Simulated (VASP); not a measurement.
The system is BaTiO3.

```
CELL_PARAMETERS angstrom
3.99980 0.00000 0.00000
0.00000 3.99980 0.00000
0.00000 0.00000 4.01800
ATOMIC_POSITIONS crystal
Ba 0.00000 0.00000 0.00000
Ti 0.50000 0.50000 0.49000
O 0.50000 0.50000 0.01900
O 0.50000 0.00000 0.51700
O 0.00000 0.50000 0.51700
```

- Program: VASP 6.6.1
- Task: relaxation of cell and atoms
- Functional: PBEsol
- Potentials or basis: VASP PAW PBE potentials, release 64 (Ba_sv, Ti_sv, O)
- Cutoff: 600 eV
- k mesh: 8 × 8 × 8
- Occupations: gaussian, width 0.03 eV
- Spin: no spin polarisation

At the start: pressure -2.2 GPa; volume 12.86 Å³/atom.

Q: How do energy, volume and symmetry change on relaxing?

A: Over 13 steps the energy falls by 3.0 meV/atom and the volume is 12.79 Å³/atom (-0.5 %); space group P4mm (No. 99, to 0.05 Å).

The path:
```
step  energy change (eV)  largest force (eV/Å)  pressure (GPa)  volume (Å³)
   1              0.0000                0.3270           -2.15        64.28
   2             -0.0031                0.0389            2.65        62.69
   3             -0.0086                0.1429            0.46        63.38
   4             -0.0112                0.0847            0.32        63.51
   5             -0.0125                0.0977            0.08        63.79
   6             -0.0127                0.0942            0.10        63.71
   7             -0.0137                0.0544           -0.07        63.84
   8             -0.0141                0.0693           -0.37        64.05
   9             -0.0145                0.0625            0.06        63.93
  10             -0.0145                0.0629            0.08        63.93
  11             -0.0147                0.0363            0.05        63.95
  12             -0.0148                0.0297            0.01        63.96
  13             -0.0149                0.0058            0.02        63.97
```

Final structure:
```
Ba Ti O
1.0
     3.96645    0.00000    0.00000
     0.00000    3.96645    0.00000
     0.00000    0.00000    4.06626
Ba Ti O
1 1 3
Direct
  0.00000 0.00000 0.99865
  0.50000 0.50000 0.48200
  0.50000 0.50000 0.02903
  0.50000 0.00000 0.51666
  0.00000 0.50000 0.51666
```

Caveat: the PAW data sets were made with another functional, which shifts forces and pressure a little.
